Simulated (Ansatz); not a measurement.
# BaTiO3 (P1) in Ansatz: band structure with PBEsol

Aim: the band structure of BaTiO3 with PBEsol.

Program: Ansatz 0.2.0. These are calculated values, not measurements. Logs are shortened: lines on timing, memory, paths and dates and some standing lists are left out, and cuts for length are marked.

## (1) The structure

The typed cell holds 10 atoms: a = 4.000 Å, b = 4.000 Å, c = 8.036 Å, α = 90.00°, β = 90.00°, γ = 90.00°.

## (2) Band structure, PBEsol

File input.yaml:

```yaml
crystal:
  lattice:
    - [3.9998, 0.0, 0.0]
    - [0.0, 3.9998, 0.0]
    - [0.0, 0.0, 8.036]
  atoms:
    - { symbol: Ba, position: [0.99933387, 0.00148967, 0.00205798] }
    - { symbol: Ba, position: [0.00066613, 0.99851033, 0.49794202] }
    - { symbol: Ti, position: [0.48935347, 0.49786156, 0.23992239] }
    - { symbol: Ti, position: [0.51064653, 0.50213844, 0.74207761] }
    - { symbol: O, position: [0.50279005, 0.50209599, 0.01077264] }
    - { symbol: O, position: [0.49720995, 0.49790401, 0.50522736] }
    - { symbol: O, position: [0.50567457, 0.00167772, 0.25809841] }
    - { symbol: O, position: [0.49432543, 0.99832228, 0.75690159] }
    - { symbol: O, position: [0.00776503, 0.499712, 0.26264036] }
    - { symbol: O, position: [0.99223497, 0.500288, 0.75235964] }
hamiltonian:
  xc: pbesol
  pseudopotentials: { kind: paw }
kpoints:
  mp_grid: { grid: [7, 7, 4] }
  band_path:
    path:
      - [[0.0, 0.0, 0.0], [0.0, 0.5, 0.0], [0.5, 0.5, 0.0], [0.0, 0.0, 0.0], [0.0, 0.0, 0.5], [0.0, 0.5, 0.5], [0.5, 0.5, 0.5], [0.0, 0.0, 0.5]]
      - [[0.0, 0.5, 0.0], [0.0, 0.5, 0.5]]
      - [[0.5, 0.5, 0.0], [0.5, 0.5, 0.5]]
    npoints: 10
scf:
  occupations: { method: fermi_dirac, width: 0.05 }
  n_extra_bands: 25
output:
  forces: true
  stress: true
  eigenvalues: true
  fatbands: false
```

Potentials or basis: Ansatz PAW.

Command:

```bash
> ansatz run input.yaml --threads 4 --pin off --max-ram 11264MiB --backend cpu --events-out ev --progress --plain --runs-dir out
```

Output:

```text
Warning: RAYON_NUM_THREADS=4 ignored (pool sized by the plan → 4); use --threads N
scf.n_extra_bands = 25 over 40 filled bands (N_el = 80.0): the run solves 65 bands
Engine: ansatz 0.2.0, aarch64-unknown-linux-gnu
Pseudopotentials: kind: paw
Pseudopotential: Ba, paw, valence charge 10, recommended cutoff 420 eV (normal), Ba.paw.azcp
Pseudopotential: Ti, paw, valence charge 12, recommended cutoff 420 eV (normal), Ti.paw.azcp
Pseudopotential: O, paw, valence charge 6, recommended cutoff 420 eV (normal), O.paw.azcp
Functional definition: PBEsol
  exchange = pbesol_x
  correlation = pbesol_c
Crystal: 10 atoms, lattice volume = 128.563 Å³
Basis set: ecut = 420 eV, 2475 PW (Γ), exchange–correlation on 54×54×108 points (8 copies of the dense FFT grid, shifted against one another)
Bands: 65, of which v1, the nominal top of the filled ones, is band 40 counted from 1 (39 counted from 0)
Symmetry: 1 space group operations
Space group: P1 (ITA 1), of the structure as read, at distance tolerance 5.0e-5 Å
k-points: 99 of 196 (time reversal used)
Non-local potential: Ba, projectors of the file, l = 0: 3, l = 1: 2, l = 2: 2, l = 3: 2
Non-local potential: Ti, projectors of the file, l = 0: 3, l = 1: 2, l = 2: 3, l = 3: 1
Non-local potential: O, projectors of the file, l = 0: 2, l = 1: 2, l = 2: 1
PAW form: soft (Blöchl's): semilocal exchange-correlation on the pseudo side does not see the compensation charge
PAW frozen core: Ba, regenerated for the run's functional, and the local potential with it (the file was generated under x = pbe(κ = 0.804, μ = 0.2195149727645171), c = pbe(β = 0.06672455060314922))
PAW frozen core: Ti, regenerated for the run's functional, and the local potential with it (the file was generated under x = pbe(κ = 0.804, μ = 0.2195149727645171), c = pbe(β = 0.06672455060314922))
PAW frozen core: O, regenerated for the run's functional, and the local potential with it (the file was generated under x = pbe(κ = 0.804, μ = 0.2195149727645171), c = pbe(β = 0.06672455060314922))
PAW one-centre angular grid: Ba, 194 points (default); XC on 64 Gauss nodes
PAW one-centre angular grid: Ti, 590 points (default); XC on 64 Gauss nodes
PAW one-centre angular grid: O, 110 points (default); XC on 64 Gauss nodes
Initial density: superposition of atomic densities (neutral atoms: chi_scale 0, normalization atom), corrected by the library's trained network
Initial wavefunctions: pseudopotential atomic-orbital guess
Functional: x = pbesol(κ = 0.804, μ = 0.12345679012345678), c = pbesol(β = 0.046)
SCF iter   1: F=—  HF=-20054.946634 eV  |F-HF|=—  |Δ(HF+E_count)|=         —  Δρ=1.71e-2  dr2=3.30e-1  ethr=1.77e-3  ⟨swp⟩=6.0  Hψ=29312  notcnv=0  defer=847
preconditioner: auto → Resta (q_TF=auto, 2.521 Å⁻¹)  ε∞=4.2  [insulator: Δε(μ)=1.819 eV  Ē_g=14.720 eV  σ=0.050 eV  W_gap=1.00  n_scr=38 (ndim 8)  ℏωp=26.2 eV  f_vac=0.000  D(μ)=0.00/eV (n_scr^D=0)  ε∞_Penn≈4.2]
SCF iter   2: F=—  HF=-20054.884596 eV  |F-HF|=—  |Δ(HF+E_count)|=   6.20e-2  Δρ=6.30e-3  dr2=5.55e-2  ethr=4.12e-4  ⟨swp⟩=2.6  Hψ=9254  notcnv=0  defer=1754
SCF iter   3: F=—  HF=-20054.875885 eV  |F-HF|=—  |Δ(HF+E_count)|=   8.71e-3  Δρ=1.30e-3  dr2=2.43e-3  ethr=6.94e-5  ⟨swp⟩=2.0  Hψ=6765  notcnv=0  defer=1758
SCF iter   4: F=—  HF=-20054.875573 eV  |F-HF|=—  |Δ(HF+E_count)|=   3.12e-4  Δρ=1.80e-4  dr2=2.51e-5  ethr=3.04e-6  ⟨swp⟩=2.0  Hψ=7720  notcnv=0  defer=1758
SCF iter   5: F=—  HF=-20054.875133 eV  |F-HF|=—  |Δ(HF+E_count)|=   4.40e-4  Δρ=3.82e-5  dr2=1.40e-6  ethr=3.14e-8  ⟨swp⟩=2.0  Hψ=8637  notcnv=0  defer=1758
SCF iter   6: F=-20054.875133 eV  HF=-20054.875133 eV  |F-HF|=2.29e-8  |Δ(HF+E_count)|=   2.88e-7  Δρ=7.74e-6  dr2=8.63e-8  ethr=1.25e-10  ⟨swp⟩=20.1  Hψ=45427  notcnv=0
SCF 1 converged in 6 iterations: F = -20054.875133 eV  dr2 = 8.63e-8
NSCF: frozen V_eff on 93 k-points
SCF converged after 6 iterations
Free energy (F): -20054.875133 eV
Harris-Foulkes:  -20054.875133 eV  (|F-HF|=2.29e-8)
Internal energy: -20054.875133 eV  (E = F + TS)
E sigma→0 (E₀):  -20054.875133 eV
Fermi energy:    11.130274 eV
--- Per-component energies (eV) ---
  E_band       = -289.848691
  E_kinetic    = 1934.133274
  E_local      = -4205.700026  (includes V_loc(G=0)·N_el)
  E_nonlocal   = 414.042298
  E_hartree    = 1636.157708
  E_xc         = -972.006041
  E_vxc        = -1085.525655  (∫ρ·V_xc dr)
  E_paw        = -13233.446853  (= ΣΔE_a)
  E_vpaw       = -619.132795  (= ΣTr[D̂ρ^β])
  E_aug_tail   = 0.014735  (compensation charges beyond the density's cutoff)
  E_ewald      = -5628.863590
  E_core_change = 0.793362  (= ΣΔE_core)
  E_smearing   = -0.000000  (= −TS)
  E_closure    = 0.000000  (closes the sum)
  Σ components = -20054.875133   (vs F -20054.875133, Δ=0.00e0)
--- Forces (eV/Å), atoms counted from 1 ---
  atom   1  Ba    -0.02304676    -0.03323987    -0.21226363
  atom   2  Ba     0.01738291     0.03427643     0.01023645
  atom   3  Ti    -0.08321805    -0.02525852     0.92843549
  atom   4  Ti     0.09526867     0.02568310    -0.77634816
  atom   5  O     -0.06627701    -0.04619212    -0.25319327
  atom   6  O      0.09614000     0.05561603     0.94039011
  atom   7  O     -0.02964700     0.00057285    -0.36234628
  atom   8  O      0.02417459    -0.00756061     0.05388336
  atom   9  O      0.10613012     0.02529182    -0.58627505
  atom  10  O     -0.13690744    -0.02918901     0.25747471
  max |Σ_I F_I| component: 6.27e-6 eV/Å
--- Stress (GPa, compression-positive) ---
       -3.329484       0.016024       0.074549
        0.016024      -3.956227      -0.003207
        0.074548      -0.003207      -2.272877
  P = ⅓ Tr σ = -3.1862 GPa (-31.862 kbar)
--- Band table (eV; the first three rows and the last of 99) ---
  k-point 0: bands = ["-46.0669", "-45.9792", "-22.4631", "-22.4145", "-22.4030", "-22.4005", "-22.3280", "-22.3157", "-14.5852", "-14.2645", "-6.8379", "-6.6474", "-6.0443", "-5.9136", "-5.8670", "-5.6492", "0.2320", "0.2372", "0.2816", "0.5689", "0.5734", "0.8075", "6.0966", "7.3577", "7.3680", "7.8428", "7.8489", "7.8580", "8.1139", "8.1549", "8.1729", "8.2398", "8.8691", "8.8919", "8.9843", "9.4164", "9.4614", "9.8262", "9.8458", "9.8698", "12.0733", "12.1814", "12.3089", "12.3136", "13.8342", "13.8662", "14.2818", "14.3748", "14.4140", "15.0855", "15.1759", "16.3164", "17.1587", "17.3253", "17.7438", "18.3337", "18.6878", "18.7208", "18.7885", "19.8667", "19.8811", "19.9394", "21.0736", "21.1095", "21.3905"]
  k-point 1: bands = ["-46.0669", "-45.9792", "-22.4571", "-22.4145", "-22.4090", "-22.4006", "-22.3280", "-22.3157", "-14.5798", "-14.2707", "-6.7902", "-6.6426", "-6.0641", "-5.9111", "-5.8699", "-5.6953", "0.2420", "0.2475", "0.3336", "0.5568", "0.5613", "0.7569", "6.3319", "7.4476", "7.4550", "7.5917", "7.7991", "7.8014", "8.1549", "8.1863", "8.2767", "8.4062", "8.7298", "8.7421", "8.8582", "9.4633", "9.5047", "9.5240", "9.7632", "9.8092", "12.0921", "12.1886", "12.5407", "12.5573", "13.6303", "13.6647", "14.2822", "14.3769", "14.7879", "15.3584", "15.4598", "16.1132", "16.8665", "17.1684", "17.7348", "18.3748", "18.7478", "18.8377", "18.8783", "19.7103", "19.7357", "19.8764", "21.0662", "21.1096", "21.1939"]
  k-point 2: bands = ["-46.0669", "-45.9792", "-22.4488", "-22.4174", "-22.4144", "-22.4006", "-22.3280", "-22.3157", "-14.5742", "-14.2771", "-6.7126", "-6.6671", "-6.0790", "-5.9079", "-5.8733", "-5.7469", "0.2527", "0.2584", "0.4033", "0.5439", "0.5479", "0.6891", "6.8109", "7.0776", "7.6221", "7.6370", "7.6665", "7.6768", "8.2211", "8.2395", "8.4687", "8.5457", "8.5691", "8.6552", "8.8354", "8.9563", "9.5522", "9.5909", "9.6597", "9.7195", "12.1250", "12.1591", "12.9886", "13.0084", "13.2040", "13.2757", "14.2825", "14.3767", "15.3823", "15.6595", "15.8512", "16.1220", "16.2992", "16.3877", "18.4279", "18.5923", "18.6954", "18.8736", "19.0698", "19.1919", "19.4318", "19.5099", "21.0486", "21.1098", "21.3232"]
  k-point 98: bands = ["-46.0659", "-45.9781", "-22.4643", "-22.4533", "-22.4084", "-22.4061", "-22.3774", "-22.3235", "-14.4666", "-14.1609", "-6.7252", "-6.2840", "-5.9756", "-5.8341", "-5.7711", "-5.7230", "0.1161", "0.1324", "0.2648", "0.5576", "0.5801", "0.7175", "6.0101", "6.2104", "6.4351", "6.5660", "7.1174", "7.3080", "7.4148", "7.4529", "7.6544", "7.8026", "8.1225", "8.5692", "8.9405", "9.1609", "9.2143", "9.2525", "9.3876", "9.9053", "12.7911", "13.6911", "13.7312", "13.7530", "13.8084", "14.0798", "15.0337", "15.6843", "16.4498", "17.3834", "17.4848", "17.8386", "18.0297", "18.3290", "18.8006", "19.0613", "19.1503", "19.2894", "19.4990", "19.7701", "20.2184", "20.5546", "20.8037", "21.1323", "21.1615"]
```

bands.tsv:

```text
[... 115 lines left out ...]
```

It took 41 s on 4 threads of Arm Neoverse V2, shared host; peak memory 0.91 GiB.

What came out:

```
Free energy             : -20054.8751 eV
Pressure                : -3.2 GPa
Largest force           : 0.947 eV/Å
Band gap on the k mesh  : 2.01 eV
Band gap along the path : 1.92 eV
```

Forces on the atoms (eV/Å):
```
Ba  -0.023 -0.033 -0.212
Ba   0.017  0.034  0.010
Ti  -0.083 -0.025  0.928
Ti   0.095  0.026 -0.776
O   -0.066 -0.046 -0.253
O    0.096  0.056  0.940
O   -0.030  0.001 -0.362
O    0.024 -0.008  0.054
O    0.106  0.025 -0.586
O   -0.137 -0.029  0.257
```

Levels at the corners of the path, in eV from the valence-band top:
| point | band 36 | band 37 | band 38 | band 39 | band 40 | band 41 | band 42 | band 43 | band 44 | band 45 |
| --- | --- | --- | --- | --- | --- | --- | --- | --- | --- | --- |
| Γ | -0.74 | -0.70 | -0.33 | -0.31 | -0.29 | 1.92 | 2.02 | 2.15 | 2.16 | 3.68 |
| X | -1.00 | -0.89 | -0.87 | -0.85 | -0.13 | 2.27 | 3.56 | 3.59 | 3.65 | 3.74 |
| M | -0.98 | -0.08 | -0.07 | -0.05 | 0.00 | 3.63 | 3.64 | 4.01 | 4.25 | 4.27 |
| Γ | -0.74 | -0.70 | -0.33 | -0.31 | -0.29 | 1.92 | 2.02 | 2.15 | 2.16 | 3.68 |
| Z | -1.20 | -0.61 | -0.57 | -0.50 | -0.44 | 1.97 | 2.00 | 2.83 | 2.85 | 3.05 |
| R | -1.28 | -1.20 | -1.12 | -0.63 | -0.45 | 2.88 | 3.18 | 3.57 | 3.61 | 3.70 |
| A | -0.74 | -0.49 | -0.47 | -0.03 | -0.02 | 3.86 | 3.89 | 3.96 | 3.97 | 4.13 |
| Z | -1.20 | -0.61 | -0.57 | -0.50 | -0.44 | 1.97 | 2.00 | 2.83 | 2.85 | 3.05 |
| X | -1.00 | -0.89 | -0.87 | -0.85 | -0.13 | 2.27 | 3.56 | 3.59 | 3.65 | 3.74 |
| R | -1.28 | -1.20 | -1.12 | -0.63 | -0.45 | 2.88 | 3.18 | 3.57 | 3.61 | 3.70 |
| M | -0.98 | -0.08 | -0.07 | -0.05 | 0.00 | 3.63 | 3.64 | 4.01 | 4.25 | 4.27 |
| A | -0.74 | -0.49 | -0.47 | -0.03 | -0.02 | 3.86 | 3.89 | 3.96 | 3.97 | 4.13 |

Caveat: the k mesh misses the band edges, so the gap on the mesh is wider than the one along the path; the pressure holds a Pulay correction of +0.6 GPa for the finite cutoff; spin-orbit coupling is left out, which moves the levels of the heavy elements; the PAW data sets come from PBE, with cores solved anew for the run's functional, which leaves a small shift of forces and pressure.
